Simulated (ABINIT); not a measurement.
Runs of ABINIT 10.8.3 (patched build) on TiNi. The structure is tetragonal, space group P4/mmm (No. 123). The conventional cell has a = 2.736 Å, b = 2.736 Å, c = 3.581 Å, α = 90.00°, β = 90.00°, γ = 90.00°. Around Ni (site symmetry 4/mmm) lie 8 Ti at 2.64 Å and 4 Ni at 2.74 Å. Around Ti (site symmetry 4/mmm) lie 8 Ni at 2.64 Å and 4 Ti at 2.74 Å. The cell comes from a database or a generator and needn't be the stable form of this composition.

```csv
task,level,potentials or basis,k mesh,cutoff (eV),smearing,stop of the response cycle (tolvrs),acoustic sum rule (asr),bands in the sums,broadening (eV),scissor shift (eV),gap on the mesh (eV),pressure (GPa),moment (μB)
phonons,LDA,PseudoDojo NC SR LDA v0.4.1 standard,10 × 10 × 8,1252,methfessel-paxton 0.136 eV,1e-10,2,-,-,-,none,(a),0.00
optical spectrum,PBEsol,PseudoDojo NC SR PBEsol v0.4.1 standard,"14 × 14 × 12, shifted",1225,fermi-dirac 0.136 eV,-,-,27,0.15,0,-,-6.4,0.00
single point,PBEsol,PseudoDojo NC SR PBEsol v0.4.1 standard,8 × 8 × 6,1225,fermi-dirac 0.05 eV,-,-,-,-,-,none,-6.7,0.00
single point,LDA,PseudoDojo NC SR LDA v0.4.1 standard,8 × 8 × 6,1252,fermi-dirac 0.05 eV,-,-,-,-,-,none,-12.1,0.00
```

Alike in all rows: spin collinear, ferromagnetic start; cell as given.

Question: Estimate the missing entries.

Answer: (a) -12.2.

Caveats: small starting moments can end in a higher magnetic state in this program; the cell is more than 3 GPa from zero pressure, which shifts response properties (some runs); the intraband (Drude) term is left out (some runs); spectra need much finer meshes, so this one isn't converged (some runs).

A k mesh can miss the band edges.

A gap of «none» marks a metal or a gap under the smearing width.

Not every run made on this cell is shown here.
